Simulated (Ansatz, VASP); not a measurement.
# Cr: VASP beside Ansatz

```xyz
1
Lattice="-1.4242 1.4242 1.4242 1.4242 -1.4242 1.4242 1.4242 1.4242 -1.4242" Properties=species:S:1:pos:R:3 pbc="T T T"
Cr    0.0000    0.0000    0.0000
```

Alike in both runs: functional PBE; k mesh 21 × 21 × 21; occupations fermi-dirac, width 0.08 eV; no spin polarisation.

Ansatz relaxed the structure, and its values are those at the end. VASP's run is a single point on that final structure, the one shown.

```csv
,VASP,Ansatz
version,VASP 6.6.1,Ansatz 0.2.0
potentials or method,"VASP PAW PBE potentials, release 64 (Cr_pv)","PAW with Ansatz's default frozen-core files, scalar-relativistic"
plane-wave cutoff (eV),520,420
valence electrons in the cell,12,14
```

```tsv
	VASP	Ansatz	Ansatz less VASP
pressure (GPa)	-0.5	0.0	+0.51
```

With one functional, cell and mesh, what is left measures potentials, basis and numerics. The two sets of potentials don't hold the same shells in valence.

Caveats: the run has no spin polarisation, though such a crystal can be magnetic. Spin polarisation is off, so any magnetic state and its effect on volume and gap are missing.
